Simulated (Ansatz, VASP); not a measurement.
# Ti: VASP beside Ansatz

```
CELL_PARAMETERS angstrom
4.56737 0.00000 0.00000
-2.28369 3.95546 0.00000
0.00000 0.00000 2.82624
ATOMIC_POSITIONS crystal
Ti 0.00000 0.00000 0.00000
Ti 0.33333 0.66667 0.50000
Ti 0.66667 0.33333 0.50000
```

This isn't the form of Ti at room conditions, which is hcp.

Alike in both runs: task single point; functional r2SCAN; k mesh 6 × 6 × 6; occupations gaussian, width 0.1 eV; no spin polarisation.

|  | VASP | Ansatz |
| --- | --- | --- |
| version | VASP 6.6.1 | Ansatz 0.2.0 |
| potentials or method | VASP PAW PBE potentials, release 64 (Ti_sv) | scalar-relativistic, plane waves, PAW |
| plane-wave cutoff (eV) | 520 | 600 |
| valence electrons in the cell | 36 | 36 |

VASP gave:

| Item | Value |
| --- | --- |
| gap on the k mesh at the Fermi level (eV) | none |
| pressure (GPa) | 0.4 |
| largest component of the traceless stress (GPa) | 0.16 |

Q: Which values does Ansatz return?

A: gap on the k mesh at the Fermi level (eV): none; pressure (GPa): 0.0; largest component of the traceless stress (GPa): 0.11.

A gap of «none» marks a metal or a gap that the smearing closes.

Caveats: the k mesh is coarse (spacing up to 0.37 Å⁻¹), so the values aren't converged; the PAW data sets were made with another functional, which shifts forces and pressure a little (VASP).
